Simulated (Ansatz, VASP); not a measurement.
## CdTe: VASP beside Ansatz

File INCAR:

```
PREC = Accurate
ENCUT = 520
EDIFF = 1E-6
ISMEAR = 0
SIGMA = 0.05
LREAL = F
LASPH = T
NELM = 60
ALGO = Normal
ISIF = 2
LWAVE = F
LCHARG = F
GGA = RP
IVDW = 13
NBANDS = 16
```

The input KPOINTS:

```
regular mesh
0
Gamma
  6 6 6
```

The input POSCAR:

```
CdTe
1.0
    0.0000000000      3.2049986979      3.2049986979
    3.2049986979      0.0000000000      3.2049986979
    3.2049986979      3.2049986979      0.0000000000
Cd Te
1 1
Direct
    0.5000000000      0.5000000000      0.5000000000
    0.0000000000      0.0000000000      0.0000000000
```

Input for Ansatz:

```yaml
crystal:
  lattice:
    - [0.0, 3.2049986979, 3.2049986979]
    - [3.2049986979, 0.0, 3.2049986979]
    - [3.2049986979, 3.2049986979, 0.0]
  atoms:
    - { symbol: Cd, position: [0.5, 0.5, 0.5] }
    - { symbol: Te, position: [0.0, 0.0, 0.0] }
basis:
  ecutwfc: 420
  ecutrho_ratio: 4
kpoints:
  mp_grid: { grid: [6, 6, 6] }
hamiltonian:
  xc: rpbe
  dispersion: d4
scf:
  occupations: { method: gaussian, width: 0.05 }
output:
  forces: true
  stress: true
  eigenvalues: true
```

Alike in both runs: task single point; functional RPBE; dispersion D4; k mesh 6 × 6 × 6; occupations gaussian, width 0.05 eV; no spin polarisation.

```csv
,VASP,Ansatz
version,VASP 6.6.1,Ansatz 0.2.0
potentials or method,"VASP PAW PBE potentials, release 64 (Cd, Te)","scalar-relativistic, plane waves, PAW"
plane-wave cutoff (eV),520,420
valence electrons in the cell,18,36
```

Ansatz gave:

```
gap on the k mesh at the Fermi level (eV) : none
pressure (GPa)                            : -6.6
dispersion energy (meV/atom)              : -697.8
```

**Question.** What did VASP give for the same quantities?

**Answer.** gap on the k mesh at the Fermi level (eV): none; pressure (GPa): -6.5; dispersion energy (meV/atom): -697.6.

A gap of «none» marks a metal or a gap that the smearing closes. The two sets of potentials don't hold the same shells in valence.

Caveats: the PAW data sets were made with another functional, which shifts forces and pressure a little (VASP); pairwise dispersion overbinds metals, which lowers pressure and volume. Spin-orbit coupling is left out, which matters for the levels of Te.
